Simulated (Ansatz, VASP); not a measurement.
## Ru: VASP beside Ansatz

```
Ru
1.0
     2.57743    0.00000    0.00000
     0.00000    2.57743    0.00000
     0.00000    0.00000    2.57743
Ru
1
Cartesian
  0.0000 0.0000 0.0000
```

Alike in both runs: task single point; functional PBE; k mesh 14 × 14 × 14; occupations fermi-dirac, width 0.1 eV; no spin polarisation.

|  | VASP | Ansatz |
| --- | --- | --- |
| version | VASP 6.6.1 | Ansatz 0.2.0 |
| potentials or method | VASP PAW PBE potentials, release 64 (Ru_pv) | plane waves (420 eV) with PAW, scalar-relativistic |
| plane-wave cutoff (eV) | 520 | 420 |
| valence electrons in the cell | 14 | 16 |

```tsv
	VASP	Ansatz	Ansatz less VASP
pressure (GPa)	-13.9	-13.9	+0.01
```

The functional is the same, so the differences come from potentials, cutoffs and numerics. The two sets of potentials don't hold the same shells in valence.
